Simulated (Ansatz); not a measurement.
CuI, space group P4/nmm, a charge-density difference against the sublattices

Program: the Python package of Ansatz (0.2.0).

The cells in order, each with its output:

**Cell 1**
```python
import ansatz as az
import numpy as np
```

**Cell 2**
```python
SETTINGS = {
    'sigma': 0.05,
    'xc': 'lda',
    'ecut': 460,
    'kmesh': (6, 6, 4),
}
```

**Cell 3**
```python
VECTORS = np.array([
    [4.0229, 0.0, 0.0],
    [0.0, 4.0229, 0.0],
    [0.0, 0.0, 5.6506],
])
SITES = [
    ('Cu', (0.0, 0.0, 0.0)),
    ('Cu', (0.5, 0.5, 0.0)),
    ('I', (0.0, 0.5, 0.2913)),
    ('I', (0.5, 0.0, 0.7087)),
]
```

**Cell 4**
```python
def crystal_on(cell):
    crystal = az.Crystal(lattice=az.Lattice.of(cell))
    for symbol, position in SITES:
        crystal = crystal.atom(symbol, position)
    return crystal
```

**Cell 5**
```python
# same cell, cutoff and mesh for the crystal and its parts
def solve(crystal):
    return (
        crystal.calculation()
        .occupations(az.OccupationsMethod.FERMI_DIRAC, width=SETTINGS['sigma'])  # fractional filling near the Fermi level
        .functional(SETTINGS['xc'])
        .basis(SETTINGS['ecut'], grid_basis='typed')
        .kpoints(*SETTINGS['kmesh'])  # sampling of the Brillouin zone
        .density()  # keep the density on its grid
        .run(threads=1)
    )


whole = solve(crystal_on(VECTORS))
difference = whole.density().channels[0].density_e_per_ang3.copy()
binding = whole.report['free_energy_ev']
for element in ['Cu', 'I']:
    part = az.Crystal(lattice=az.Lattice.of(VECTORS))
    for symbol, position in SITES:
        if symbol == element:
            part = part.atom(symbol, position)
    alone = solve(part)
    difference -= alone.density().channels[0].density_e_per_ang3
    binding -= alone.report['free_energy_ev']
    print(f'{element} sublattice: {alone.report["n_electrons"]:g} electrons, {alone.report["n_iterations"]} iterations')
```
Output:
```text
Cu sublattice: 38 electrons, 6 iterations
I sublattice: 34 electrons, 7 iterations
```

**Cell 6**
```python
voxel = abs(np.linalg.det(VECTORS)) / difference.size
print(f'energy of the crystal less its unpolarised sublattices: {binding / len(SITES):.4f} eV/atom')
print(f'net charge of the difference {difference.sum() * voxel:.5f} e, charge rearranged {0.5 * np.abs(difference).sum() * voxel:.3f} e')
print(f'extremes {difference.min():.4f} and {difference.max():.4f} e/A^3')
for (symbol, position) in SITES:
    index = tuple(int(round(p * n)) % n for p, n in zip(position, difference.shape))
    print(f'  change of the pseudo-density at the grid point nearest {symbol}: {difference[index]:+.4f} e/A^3')
```
Output:
```text
energy of the crystal less its unpolarised sublattices: -1.5663 eV/atom
net charge of the difference -0.00000 e, charge rearranged 0.506 e
extremes -0.1613 and 0.1596 e/A^3
  change of the pseudo-density at the grid point nearest Cu: -0.0891 e/A^3
  change of the pseudo-density at the grid point nearest Cu: -0.0891 e/A^3
  change of the pseudo-density at the grid point nearest I: +0.0138 e/A^3
  change of the pseudo-density at the grid point nearest I: +0.0138 e/A^3
```

No spin polarisation was allowed. Without a Hubbard U or exact exchange, semilocal functionals often make such 3d compounds metallic or too weakly gapped. Grid values close to the nuclei reflect the PAW or pseudopotential construction, not the all-electron fields. The structure is a deposited one; some such entries were measured under pressure or heat, so a shift against it needn't be the functional's error alone. Charge moved counts every rearrangement, bonding and polarisation too, and is no transfer between atoms; the bare sublattices are artificial references. Values near the nuclei depend on the potentials. Timing: 10 s on 1 thread of Arm Neoverse V2 (shared host), peak memory 0.45 GiB.
